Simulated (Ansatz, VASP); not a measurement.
Two plane-wave programs on BiTe

Contents of INCAR:

```
PREC = Accurate
ENCUT = 520
EDIFF = 1E-6
ISMEAR = 0
SIGMA = 0.1
LREAL = F
LASPH = T
NELM = 60
ALGO = Normal
ISIF = 2
LWAVE = F
LCHARG = F
GGA = PS
NBANDS = 18
```

File KPOINTS:

```
regular mesh
0
Gamma
  12 12 12
```

Contents of POSCAR:

```
BiTe
1.0
    0.0000000000      3.0637812678      3.0637812678
    3.0637812678      0.0000000000      3.0637812678
    3.0637812678      3.0637812678      0.0000000000
Bi Te
1 1
Direct
    0.0000000000      0.0000000000      0.0000000000
    0.5000000000      0.5000000000      0.5000000000
```

Input for Ansatz:

```yaml
crystal:
  lattice:
    - [0.0, 3.0637812678, 3.0637812678]
    - [3.0637812678, 0.0, 3.0637812678]
    - [3.0637812678, 3.0637812678, 0.0]
  atoms:
    - { symbol: Bi, position: [0.0, 0.0, 0.0] }
    - { symbol: Te, position: [0.5, 0.5, 0.5] }
basis:
  ecutwfc: 420
kpoints:
  mp_grid: { grid: [12, 12, 12] }
hamiltonian:
  xc: pbesol
scf:
  occupations: { method: gaussian, width: 0.1 }
output:
  forces: true
  stress: true
  eigenvalues: true
```

Alike in both runs: task single point; functional PBEsol; k mesh 12 × 12 × 12; occupations gaussian, width 0.1 eV; no spin polarisation.

|  | VASP | Ansatz |
| --- | --- | --- |
| version | VASP 6.6.1 | Ansatz 0.2.0 |
| potentials or method | VASP PAW PBE potentials, release 64 (Bi_d, Te) | scalar-relativistic, plane waves, PAW |
| plane-wave cutoff (eV) | 520 | 420 |
| valence electrons in the cell | 21 | 31 |

|  | VASP | Ansatz | Ansatz less VASP |
| --- | --- | --- | --- |
| gap on the k mesh at the Fermi level (eV) | none | none | - |
| pressure (GPa) | 9.4 | 9.3 | -0.03 |

A gap of «none» marks a metal or a gap that the smearing closes. The two sets of potentials don't hold the same shells in valence.

Caveats: the PAW data sets were made with another functional, which shifts forces and pressure a little (VASP); spin-orbit coupling is left out, which moves the levels of the heavy elements.
